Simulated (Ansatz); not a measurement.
Relaxed-ion elastic tensor of CoSb$_{3}$ in space group Im-3 (No. 204; Co on 8c, Sb on 24g) in GPa (Voigt order), DFT-PBEsol in the program Ansatz with PAW potentials; density 7.77 g/cm³, 22.67 Å³ per atom.

```
 205  42.7  42.7   0.0   0.0   0.0
42.7   205  42.7   0.0   0.0   0.0
42.7  42.7   205   0.0   0.0   0.0
 0.0   0.0   0.0  53.7   0.0   0.0
 0.0   0.0   0.0   0.0  53.7   0.0
 0.0   0.0   0.0   0.0   0.0  53.7
```

Problem. Is the crystal mechanically stable?

Solution. Yes: the smallest eigenvalue of C is 53.7 GPa.

Problem. Work out the Voigt, Reuss and Hill averages.

Solution. K_V = 96.9, K_R = 96.9, K_H = 96.9; G_V = 64.7, G_R = 62.1, G_H = 63.4 GPa.

Problem. Give Young's modulus, Poisson's ratio, Pugh's ratio and the universal anisotropy index.

Solution. E = 9KG/(3K + G) = 156 GPa; ν = 0.23; K/G = 1.53 (brittle by the Pugh limit of 1.75); A_U = 5G_V/G_R + K_V/K_R − 6 = 0.21.

Problem. Estimate the sound speeds and the Debye temperature.

Solution. v_l = √((K + 4G/3)/ρ) = 4830 m/s, v_t = √(G/ρ) = 2860 m/s, mean 3170 m/s; Θ = (h/k)(3n/4πV)^(1/3) v_m = 333 K.

Problem. Give the Zener ratio and Young's modulus along [100], [110] and [111].

Solution. A = 2C44/(C11 − C12) = 0.66; 1/E = S11 − 2(S11 − S12 − S44/2)Γ with Γ = 0, 1/4, 1/3 gives 190, 147, 136 GPa.

Problem. Solve the Christoffel equation for the three sound speeds along [100], [110], [111].

Solution. Eigenvalues of C_ijkl n_j n_l equal ρv². In km/s, slowest first: [100] 2.63, 2.63, 5.14; [110] 2.63, 3.23, 4.78; [111] 3.05, 3.05, 4.66.

Symmetry was held in the PBEsol relaxation. The workflow began spin-polarised and lost its moments. Scalar-relativistic: spin–orbit coupling is off unless named, which matters more the heavier the elements.

Potentials: the later of the program's two PAW sets.
